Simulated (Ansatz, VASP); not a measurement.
# One calculation of MgH2, two programs

```
Mg H
1.0
    -0.01272    0.01644    3.04554
     4.47760   -0.05819   -0.01907
    -0.05819    4.56582    0.02466
Mg H
2 4
Direct
  0.98272 0.99091 0.99968
  0.50423 0.50132 0.54042
  0.01400 0.31249 0.27611
  0.04509 0.70990 0.71488
  0.45484 0.79140 0.15827
  0.49912 0.19398 0.81065
```

Change from the starting cell: marcasite type (Pnnm, No. 58); cell x1, atoms moved at random (sigma 0.1 Å) and cell strained at random (1.5 %), then relaxed without symmetry.

Alike in both runs: task relaxation of cell and atoms; functional PBE; k mesh 6 × 4 × 4; occupations gaussian, width 0.1 eV; no spin polarisation.

```csv
,VASP,Ansatz
version,VASP 6.6.1,Ansatz 0.2.0
potentials or method,"VASP PAW PBE potentials, release 64 (Mg, H)","scalar-relativistic, plane waves, PAW"
plane-wave cutoff (eV),600,420
valence electrons in the cell,8,24
```

|  | VASP | Ansatz | Ansatz less VASP |
| --- | --- | --- | --- |
| gap on the k mesh at the Fermi level, each at its own relaxed structure (eV) | 3.89 | 3.89 | +0.003 |
| relaxed volume (Å³/atom) | 10.21 | 10.25 | +0.033 |
| relaxed cell length with the largest relative difference (Å) | 3.009 | 3.013 | +0.0043 |
| energy change over the relaxation (meV/atom) | -50 | -50 | +0.4 |

The two sets of potentials don't hold the same shells in valence.

A k mesh can miss the band edges.
